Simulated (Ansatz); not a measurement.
# Sn (Im-3m) in Ansatz: notebook

One crystal, Sn, is run at these levels: LDA, PBEsol, RPBE; tasks: relaxation of cell and atoms.

Everything below comes from runs of Ansatz 0.2.0. Logs are shortened: lines on timing, memory, paths and dates and some standing lists are left out, and cuts for length are marked.

### 1 The structure

The structure is cubic, space group Im-3m (No. 229). The conventional cell has a = 3.789 Å, b = 3.789 Å, c = 3.789 Å, α = 90.00°, β = 90.00°, γ = 90.00°. Sn (site symmetry m-3m) is surrounded by 8 Sn at 3.28 Å.

This isn't the form of Sn at room conditions, which is tetragonal (white tin).

### 2 Relaxation of cell and atoms, LDA

File input.yaml:

```yaml
crystal:
  lattice:
    - [-1.8946518192, 1.8946518192, 1.8946518192]
    - [1.8946518192, -1.8946518192, 1.8946518192]
    - [1.8946518192, 1.8946518192, -1.8946518192]
  atoms:
    - { symbol: Sn, position: [0.0, 0.0, 0.0] }
hamiltonian:
  xc: lda
  pseudopotentials: { kind: paw }
kpoints:
  mp_grid: { grid: [10, 10, 10] }
scf:
  occupations: { method: fermi_dirac, width: 0.05 }
output:
  forces: true
  stress: true
  eigenvalues: true
  write_density: true
  write_potential: true
  elf: true
  volumetric_format: npy
relax:
  f_tol: 0.01
  max_steps: 40
  cell: { stress_tol: 0.05 }
```

Potentials or basis: Ansatz PAW.

Command:

```bash
ansatz run input.yaml --threads 2 --pin off --max-ram 5632MiB --backend cpu --events-out ev --progress --plain --runs-dir out
```

Standard output:

```text
Warning: RAYON_NUM_THREADS=2 ignored (pool sized by the plan → 2); use --threads N
Engine: ansatz 0.2.0, aarch64-unknown-linux-gnu
Pseudopotentials: kind: paw
Pseudopotential: Sn, paw, valence charge 14, recommended cutoff 420 eV (normal), Sn.paw.azcp
Functional definition: SPW92
  exchange = slater_x
  correlation = pw_c
Crystal: 1 atoms, lattice volume = 27.205 Å³
Basis set: ecut = 420 eV, 555 PW (Γ)
Bands: 11, of which v1, the nominal top of the filled ones, is band 7 counted from 1 (6 counted from 0)
Symmetry: 48 space group operations
Space group: Im-3m (ITA 229), of the structure as read, at distance tolerance 3.0e-5 Å
k-points: 47 of 1000
Non-local potential: Sn, projectors of the file, l = 0: 2, l = 1: 2, l = 2: 2, l = 3: 2
PAW form: soft (Blöchl's): semilocal exchange-correlation on the pseudo side does not see the compensation charge
PAW frozen core: Sn, regenerated for the run's functional, and the local potential with it (the file was generated under x = pbe(κ = 0.804, μ = 0.2195149727645171), c = pbe(β = 0.06672455060314922))
PAW one-centre angular grid: Sn, 590 points (default); XC on 64 Gauss nodes
Initial density: superposition of atomic densities (neutral atoms: chi_scale 0, normalization atom), corrected by the library's trained network
Initial wavefunctions: pseudopotential atomic-orbital guess
Functional: x = slater, c = lda
SCF iter   1: F=—  HF=-5879.459589 eV  |F-HF|=—  |Δ(HF+E_count)|=         —  Δρ=6.54e-3  dr2=5.27e-3  ethr=1.77e-3  ⟨swp⟩=5.6  Hψ=3042  notcnv=0
preconditioner: auto → Kerker (q_TF=auto, 2.442 Å⁻¹)  [metal: Δε(μ)=0.007 eV  Ē_g=23.104 eV  σ=0.050 eV  W_gap=0.04  n_scr=12 (ndim 8)  ℏωp=26.6 eV  f_vac=0.000  D(μ)=0.89/eV (n_scr^D=12)]
SCF iter   2: F=—  HF=-5879.456856 eV  |F-HF|=—  |Δ(HF+E_count)|=   2.73e-3  Δρ=3.39e-3  dr2=1.50e-3  ethr=3.76e-5  ⟨swp⟩=1.9  Hψ=1062  notcnv=0  defer=1
SCF iter   3: F=—  HF=-5879.456347 eV  |F-HF|=—  |Δ(HF+E_count)|=   5.08e-4  Δρ=4.90e-4  dr2=9.44e-5  ethr=1.07e-5  ⟨swp⟩=2.0  Hψ=742  notcnv=0  defer=1
SCF iter   4: F=—  HF=-5879.456344 eV  |F-HF|=—  |Δ(HF+E_count)|=   3.30e-6  Δρ=4.69e-4  dr2=3.38e-5  ethr=6.74e-7  ⟨swp⟩=2.0  Hψ=840  notcnv=0  defer=1
SCF iter   5: F=—  HF=-5879.456307 eV  |F-HF|=—  |Δ(HF+E_count)|=   3.69e-5  Δρ=1.03e-4  dr2=1.41e-6  ethr=2.42e-7  ⟨swp⟩=2.0  Hψ=830  notcnv=0  defer=1
SCF iter   6: F=-5879.456306 eV  HF=-5879.456306 eV  |F-HF|=3.62e-8  |Δ(HF+E_count)|=   1.42e-6  Δρ=1.51e-5  dr2=8.57e-8  ethr=7.14e-10  ⟨swp⟩=7.6  Hψ=3614  notcnv=0
SCF 1 converged in 6 iterations: F = -5879.456306 eV  dr2 = 8.57e-8
relax step   1: F+E_penalty+E_count = -5879.45630567 eV  Δ(F+E_penalty+E_count) = +0.000e0 eV  max|allowed force component| = 0.000e0 eV/Å  Δτ_max = 0.0000 Å  P = -3.397 GPa  Ω = 27.205 Å³  (6 SCF iters, dr2 threshold 1.00e-7 eV, accepted)
Crystal: 1 atoms, lattice volume = 25.254 Å³
Basis set: ecut = 420 eV, 531 PW (Γ)
Initial density: handed on by an earlier stage of this run
Initial wavefunctions: those handed on with the density
iter 1 solved again at ethr=3.40e-6 eV; its pass at ethr=3.10e-3 eV (dr2=4.76e-4 eV) is discarded
SCF iter   1: F=—  HF=-5879.478216 eV  |F-HF|=—  |Δ(HF+E_count)|=         —  Δρ=1.54e-3  dr2=5.01e-4  ethr=3.40e-6  ⟨swp⟩=2.1  Hψ=4917  notcnv=0
[... 18 lines left out ...]
preconditioner: auto → Kerker (q_TF=auto, 2.472 Å⁻¹)  [metal: Δε(μ)=0.054 eV  Ē_g=23.531 eV  σ=0.050 eV  W_gap=0.26  n_scr=12 (ndim 8)  ℏωp=27.6 eV  f_vac=0.000  D(μ)=0.81/eV (n_scr^D=0)]
SCF iter   2: F=—  HF=-5879.477817 eV  |F-HF|=—  |Δ(HF+E_count)|=   5.14e-7  Δρ=2.98e-5  dr2=2.94e-8  ethr=9.75e-10  ⟨swp⟩=2.0  Hψ=836  notcnv=0
SCF iter   3: F=—  HF=-5879.477817 eV  |F-HF|=—  |Δ(HF+E_count)|=   3.28e-8  Δρ=6.46e-6  dr2=2.35e-9  ethr=2.10e-10  ⟨swp⟩=2.7  Hψ=940  notcnv=0
SCF iter   4: F=—  HF=-5879.477817 eV  |F-HF|=—  |Δ(HF+E_count)|=   1.51e-9  Δρ=3.98e-7  dr2=1.52e-11  ethr=1.68e-11  ⟨swp⟩=2.1  Hψ=651  notcnv=0
SCF iter   5: F=-5879.477817 eV  HF=-5879.477817 eV  |F-HF|=1.82e-12  |Δ(HF+E_count)|=  1.09e-11  Δρ=6.69e-8  dr2=9.71e-13  ethr=1.00e-12  ⟨swp⟩=5.0  Hψ=1813  notcnv=0
SCF 4 converged in 5 iterations: F = -5879.477817 eV  dr2 = 9.71e-13
relax step   4: F+E_penalty+E_count = -5879.47781747 eV  Δ(F+E_penalty+E_count) = +3.013e-4 eV  max|allowed force component| = 0.000e0 eV/Å  Δτ_max = 0.0000 Å  P = -0.026 GPa  Ω = 25.329 Å³  stress off target by 2.65e-2 GPa  SCF on the basis re-selected at this cell (its energy is not comparable with the rows above)  (5 SCF iters)
basis re-selected at this cell: Δ(F+E_penalty+E_count) = +3.013e-4 eV, ΔP = -0.003 GPa vs the last step (what re-selecting the basis moved, of the pressure what is left beyond the Pulay correction that the steps carried, after the strain that the cell walked since its last selection, with what the two solves' SCF thresholds leave and, on support functions, any second-order correction that the steps lacked; it is no measure of the basis error at this ecutwfc). This SCF's stress stands 2.65e-2 GPa from its target on what of the cell is left free (relax.cell.stress_tol is 5.00e-2 GPa) and its largest allowed force component is 0.00e0 eV/Å (relax.f_tol is 1.00e-2 eV/Å): within both
SCF converged after 5 iterations
Free energy (F): -5879.477817 eV
Harris-Foulkes:  -5879.477817 eV  (|F-HF|=1.82e-12)
Internal energy: -5879.471424 eV  (E = F + TS)
E sigma→0 (E₀):  -5879.474621 eV
Entropy (-TS):   -0.006393 eV (-6.393 meV/atom)
Fermi energy:    11.561004 eV
--- Per-component energies (eV) ---
  E_band       = -70.683494
  E_kinetic    = 188.145027
  E_local      = -778.887211  (includes V_loc(G=0)·N_el)
  E_nonlocal   = -28.250308
  E_hartree    = 500.393292
  E_xc         = -379.828506
  E_vxc        = -99.529839  (∫ρ·V_xc dr)
  E_paw        = -3993.526937  (= ΣΔE_a)
  E_vpaw       = -352.947774  (= ΣTr[D̂ρ^β])
  E_aug_tail   = -0.000000  (compensation charges beyond the density's cutoff)
  E_ewald      = -1387.941679
  E_core_change = 0.424898  (= ΣΔE_core)
  E_smearing   = -0.006393  (= −TS)
  E_closure    = -0.000000  (closes the sum)
  Σ components = -5879.477817   (vs F -5879.477817, Δ=0.00e0)
--- Forces (eV/Å), atoms counted from 1 ---
  atom   1  Sn    -0.00000000     0.00000000     0.00000000
  max |Σ_I F_I| component: 3.48e-30 eV/Å
--- Stress (GPa, compression-positive) ---
       -0.026451      -0.000000      -0.000000
        0.000000      -0.026451       0.000000
        0.000000       0.000000      -0.026451
  P = ⅓ Tr σ = -0.0265 GPa (-0.265 kbar)
--- Band table (eV; the first three rows and the last of 47) ---
  k-point 0: bands = ["-9.9120", "-9.9120", "-9.9120", "-9.7382", "-9.7382", "-0.0571", "20.0787", "20.0787", "20.0787", "23.9468", "23.9468"]
  k-point 1: bands = ["-9.9177", "-9.9043", "-9.8861", "-9.7444", "-9.7388", "0.1739", "18.2341", "19.2204", "19.7466", "22.4678", "22.8143"]
  k-point 2: bands = ["-9.9324", "-9.8887", "-9.8175", "-9.7572", "-9.7405", "0.8690", "14.8945", "17.7440", "18.9155", "21.3516", "21.6654"]
  k-point 46: bands = ["-9.9427", "-9.9427", "-9.6591", "-9.6591", "-9.6591", "9.3447", "11.0195", "11.0195", "11.0195", "15.5464", "15.5464"]
--- Relaxed structure (3 steps of the walk, 3 accepted, 1 SCFs on fresh bases) ---
  F+E_penalty+E_count = -5879.47781747 eV   max|allowed force component| = 0.000e0 eV/Å   (the final SCF, on the basis selected at the relaxed cell)
  cell:  # Å, volume = 25.3291 Å³
    - [-1.850063257346874, 1.850063257346874, 1.850063257346874]
    - [1.850063257346874, -1.850063257346874, 1.850063257346874]
    - [1.850063257346874, 1.850063257346874, -1.850063257346874]
  atoms:
    - { symbol: Sn, position: [0.0, 0.0, 0.0] }
```

rho_z.tsv:

```text
# z_ang	rho[e/angstrom^3]
# format = ansatz-planar-average/11
# lattice	-1.850063257	1.850063257	1.850063257
# lattice	1.850063257	-1.850063257	1.850063257
# lattice	1.850063257	1.850063257	-1.850063257
# sites	1
# site	50	0.000000000	0.000000000	0.000000000
0.000000	1.358409e0
0.133517	1.296705e0
0.267034	1.131743e0
0.400550	9.126162e-1
0.534067	6.923061e-1
0.667584	5.068556e-1
0.801101	3.693478e-1
0.934618	2.760853e-1
1.068135	2.162871e-1
1.201651	1.791494e-1
1.335168	1.568779e-1
1.468685	1.449321e-1
1.602202	1.411548e-1
1.735719	1.449321e-1
1.869235	1.568779e-1
2.002752	1.791494e-1
2.136269	2.162871e-1
2.269786	2.760853e-1
2.403303	3.693478e-1
2.536819	5.068556e-1
2.670336	6.923061e-1
2.803853	9.126162e-1
2.937370	1.131743e0
3.070887	1.296705e0
```

Run time: 2.1 s. Hardware: 2 threads of Arm Neoverse V2, shared host; peak memory 0.28 GiB.

What came out:

- Free energy: -5879.4778 eV
- Relaxed volume: 25.33 Å³/atom
- Relaxed cell: a = 3.204 Å, b = 3.204 Å, c = 3.204 Å, α = 109.47°, β = 109.47°, γ = 109.47°
- Space group after relaxing (to 0.05 Å): Im-3m (No. 229)
- Energy gained by relaxing: 21.5 meV/atom
- Ionic steps: 4
- Pressure after relaxing: 0.0 GPa
- Band gap on the k mesh: none (metal or under the smearing width)

The path:
| step | energy change (eV) | largest force (eV/Å) | volume (Å³) |
| --- | --- | --- | --- |
| 1 | 0.0000 | 0.0000 | 27.20 |
| 2 | -0.0218 | 0.0000 | 25.25 |
| 3 | -0.0218 | 0.0000 | 25.33 |
| 4 | -0.0215 | 0.0000 | 25.33 |

Final structure:
```
CELL_PARAMETERS angstrom
-1.85006 1.85006 1.85006
1.85006 -1.85006 1.85006
1.85006 1.85006 -1.85006
ATOMIC_POSITIONS crystal
Sn 0.00000 0.00000 0.00000
```

Caveat: the plane-wave basis is chosen anew once the cell has moved, so the energies of steps on either side of that aren't comparable; the PAW data sets come from PBE, with cores solved anew for the run's functional, which leaves a small shift of forces and pressure.

### 3 Relaxation of cell and atoms, PBEsol

Edit input.yaml of step 2 so:

```diff
@@ -8,3 +8,3 @@
 hamiltonian:
-  xc: lda
+  xc: pbesol
   pseudopotentials: { kind: paw }
```

Potentials or basis: Ansatz PAW.

Command:

```bash
ansatz run input.yaml --threads 2 --pin off --max-ram 5632MiB --backend cpu --events-out ev --progress --plain --runs-dir out
```

Standard output:

```text
Warning: RAYON_NUM_THREADS=2 ignored (pool sized by the plan → 2); use --threads N
Engine: ansatz 0.2.0, aarch64-unknown-linux-gnu
Pseudopotentials: kind: paw
Pseudopotential: Sn, paw, valence charge 14, recommended cutoff 420 eV (normal), Sn.paw.azcp
Functional definition: PBEsol
  exchange = pbesol_x
  correlation = pbesol_c
Crystal: 1 atoms, lattice volume = 27.205 Å³
Basis set: ecut = 420 eV, 555 PW (Γ), exchange–correlation on 48×48×48 points (8 copies of the dense FFT grid, shifted against one another)
Bands: 11, of which v1, the nominal top of the filled ones, is band 7 counted from 1 (6 counted from 0)
Symmetry: 48 space group operations
Space group: Im-3m (ITA 229), of the structure as read, at distance tolerance 3.0e-5 Å
k-points: 47 of 1000
Non-local potential: Sn, projectors of the file, l = 0: 2, l = 1: 2, l = 2: 2, l = 3: 2
PAW form: soft (Blöchl's): semilocal exchange-correlation on the pseudo side does not see the compensation charge
PAW frozen core: Sn, regenerated for the run's functional, and the local potential with it (the file was generated under x = pbe(κ = 0.804, μ = 0.2195149727645171), c = pbe(β = 0.06672455060314922))
[... 67 lines left out ...]
  Σ components = -5949.742146   (vs F -5949.742146, Δ=0.00e0)
--- Forces (eV/Å), atoms counted from 1 ---
  atom   1  Sn     0.00000000    -0.00000000    -0.00000000
  max |Σ_I F_I| component: 1.31e-31 eV/Å
--- Stress (GPa, compression-positive) ---
       -0.007872      -0.000000       0.000000
        0.000000      -0.007872       0.000000
        0.000000      -0.000000      -0.007872
  P = ⅓ Tr σ = -0.0079 GPa (-0.079 kbar)
--- Band table (eV; the first three rows and the last of 47) ---
  k-point 0: bands = ["-10.1310", "-10.1310", "-10.1310", "-9.9710", "-9.9710", "-0.0554", "19.7569", "19.7569", "19.7569", "23.5754", "23.5754"]
  k-point 1: bands = ["-10.1361", "-10.1238", "-10.1070", "-9.9767", "-9.9716", "0.1712", "17.9220", "18.9061", "19.4285", "22.0739", "22.4094"]
  k-point 2: bands = ["-10.1496", "-10.1091", "-10.0438", "-9.9884", "-9.9732", "0.8531", "14.6275", "17.4543", "18.6087", "20.9435", "21.2575"]
  k-point 46: bands = ["-10.1580", "-10.1580", "-9.8980", "-9.8980", "-9.8980", "9.1485", "10.8468", "10.8468", "10.8468", "15.2032", "15.2032"]
--- Relaxed structure (3 steps of the walk, 3 accepted, 1 SCFs on fresh bases) ---
  F+E_penalty+E_count = -5949.74214622 eV   max|allowed force component| = 0.000e0 eV/Å   (the final SCF, on the basis selected at the relaxed cell)
  cell:  # Å, volume = 25.9798 Å³
    - [-1.8657729284954994, 1.8657729284954994, 1.8657729284954994]
    - [1.8657729284954994, -1.8657729284954994, 1.8657729284954994]
    - [1.8657729284954994, 1.8657729284954994, -1.8657729284954994]
  atoms:
    - { symbol: Sn, position: [0.0, 0.0, 0.0] }
```

rho_z.tsv:

```text
# z_ang	rho[e/angstrom^3]
# format = ansatz-planar-average/11
# lattice	-1.865772928	1.865772928	1.865772928
# lattice	1.865772928	-1.865772928	1.865772928
# lattice	1.865772928	1.865772928	-1.865772928
# sites	1
# site	50	0.000000000	0.000000000	0.000000000
0.000000	1.335578e0
0.134651	1.273781e0
0.269301	1.108894e0
0.403952	8.906907e-1
0.538602	6.724800e-1
0.673253	4.900152e-1
[... 16 lines left out ...]
2.962312	1.108894e0
3.096963	1.273781e0
```

v_z.tsv:

```text
# z_ang	v_es[eV]	v_tot[eV]
# format = ansatz-planar-average/11
# xc	pbesol
# density_cutoff_ev	1680
# datasets	Sn=:simpson_from_first_knot:soft:shift=-491537
# lattice	-1.865772928	1.865772928	1.865772928
# lattice	1.865772928	-1.865772928	1.865772928
# lattice	1.865772928	1.865772928	-1.865772928
# sites	1
# site	50	0.000000000	0.000000000	0.000000000
0.000000	9.004938e0	-5.063117e0
0.134651	8.784162e0	-5.132474e0
0.269301	8.201908e0	-5.283552e0
0.403952	7.473467e0	-5.361132e0
0.538602	6.881298e0	-5.167948e0
0.673253	6.688052e0	-4.537610e0
[... 16 lines left out ...]
2.962312	8.201908e0	-5.283552e0
3.096963	8.784162e0	-5.132474e0
```

Run time: 2.2 s. Hardware: 2 threads of Arm Neoverse V2, shared host; peak memory 0.29 GiB.

Results:

```
Free energy                            : -5949.7421 eV
Relaxed volume                         : 25.98 Å³/atom
Relaxed cell                           : a = 3.232 Å, b = 3.232 Å, c = 3.232 Å, α = 109.47°, β = 109.47°, γ = 109.47°
Space group after relaxing (to 0.05 Å) : Im-3m (No. 229)
Energy gained by relaxing              : 8.8 meV/atom
Ionic steps                            : 4
Pressure after relaxing                : 0.0 GPa
Band gap on the k mesh                 : none (metal or under the smearing width)
```

The path:
| step | energy change (eV) | largest force (eV/Å) | volume (Å³) |
| --- | --- | --- | --- |
| 1 | 0.0000 | 0.0000 | 27.20 |
| 2 | -0.0090 | 0.0000 | 25.94 |
| 3 | -0.0090 | 0.0000 | 25.98 |
| 4 | -0.0088 | 0.0000 | 25.98 |

Final structure:
```
CELL_PARAMETERS angstrom
-1.86577 1.86577 1.86577
1.86577 -1.86577 1.86577
1.86577 1.86577 -1.86577
ATOMIC_POSITIONS crystal
Sn 0.00000 0.00000 0.00000
```

Caveat: the plane-wave basis is chosen anew once the cell has moved, so the energies of steps on either side of that aren't comparable; the PAW data sets come from PBE, with cores solved anew for the run's functional, which leaves a small shift of forces and pressure.

### 4 Relaxation of cell and atoms, RPBE

Edit input.yaml of step 3 so:

```diff
@@ -8,3 +8,3 @@
 hamiltonian:
-  xc: pbesol
+  xc: rpbe
   pseudopotentials: { kind: paw }
```

Command:

```bash
ansatz run input.yaml --threads 2 --pin off --max-ram 5632MiB --backend cpu --events-out ev --progress --plain --runs-dir out
```

It took 2.2 s on 2 threads of Arm Neoverse V2, shared host; peak memory 0.29 GiB.

It converged, with:

```yaml
Free_energy: -6032.6804 eV
Relaxed_volume: 28.48 Å³/atom
Relaxed_cell: a = 3.332 Å, b = 3.332 Å, c = 3.332 Å, α = 109.47°, β = 109.47°, γ = 109.47°
Space_group_after_relaxing_to_0.05_Å: Im-3m (No. 229)
Energy_gained_by_relaxing: 7.7 meV/atom
Ionic_steps: 4
Pressure_after_relaxing: 0.0 GPa
Band_gap_on_the_k_mesh: none (metal or under the smearing width)
```

Step by step:
| step | energy change (eV) | largest force (eV/Å) | volume (Å³) |
| --- | --- | --- | --- |
| 1 | 0.0000 | 0.0000 | 27.20 |
| 2 | -0.0074 | 0.0000 | 28.41 |
| 3 | -0.0074 | 0.0000 | 28.48 |
| 4 | -0.0077 | 0.0000 | 28.48 |

Final structure:
```
CELL_PARAMETERS angstrom
-1.92375 1.92375 1.92375
1.92375 -1.92375 1.92375
1.92375 1.92375 -1.92375
ATOMIC_POSITIONS crystal
Sn 0.00000 0.00000 0.00000
```

Levels at points of the mesh, in eV from the Fermi level:
```tsv
k point	band 3	band 4	band 5	band 6	band 7	band 8	band 9	band 10	band 11
(0.00, 0.00, 0.00)	-21.57	-21.46	-21.46	-10.71	7.64	7.64	7.64	12.00	12.00
(0.00, 0.00, -0.50)	-21.46	-21.46	-21.38	-6.30	-4.17	3.51	5.33	7.70	8.07
(-0.50, -0.50, -0.50)	-21.40	-21.40	-21.40	-2.63	-0.39	-0.39	-0.39	3.83	3.83
```

Caveat: the plane-wave basis is chosen anew once the cell has moved, so the energies of steps on either side of that aren't comparable; the PAW data sets come from PBE, with cores solved anew for the run's functional, which leaves a small shift of forces and pressure.

### 5 The runs side by side

```csv
level,gap on the mesh (eV),pressure (GPa),relaxed volume (Å³/atom)
LDA,none,0.0,25.33
PBEsol,none,0.0,25.98
RPBE,none,0.0,28.48
```

Alike in all rows: task relaxation of cell and atoms; potentials or basis Ansatz PAW; no spin polarisation; cell relaxed; k mesh 10 × 10 × 10; cutoff (eV) 420; smearing fermi-dirac 0.05 eV.

Caveats: the plane-wave basis is chosen anew once the cell has moved, so the energies of steps on either side of that aren't comparable; the PAW data sets come from PBE, with cores solved anew for the run's functional, which leaves a small shift of forces and pressure.

Total energies depend on the potentials used, so only differences within one code and one set of settings carry meaning.
